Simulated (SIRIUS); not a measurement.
Crystal: TiB2.

```
Ti B
1.0
     3.02920    0.00000    0.00000
    -1.51460    2.62336    0.00000
     0.00000    0.00000    3.22840
Ti B
1 2
Cartesian
  0.0000 0.0000 0.0000
  1.5146 0.8745 1.6142
  0.0000 1.7489 1.6142
```

Base run:

- Program: SIRIUS 7.10.0
- Functional: PBE
- Potentials or basis: PseudoDojo 0.4.1 PBE standard (scalar relativistic)
- Cutoff: 1152 eV
- Density cutoff: 4606 eV
- k mesh: 10 × 10 × 8
- Occupations: fermi-dirac, width 0.05 eV
- Spin: no spin polarisation

Its results: band gap on the k mesh none (metal or under the smearing width); pressure 0.2 GPa.

Problem. The run is repeated on the same cell with these changes: hubbard terms from none to Ti d U = 8 eV; hubbard projectors from none to orthogonalised atomic orbitals; start of the occupations from none to the program's own. What comes out?

Solution. Band gap on the k mesh none (metal or under the smearing width); pressure 8.3 GPa.

Caveats: U without spin polarisation on a metal has little footing (some runs); the U is typed as a test and isn't derived for this compound (some runs).
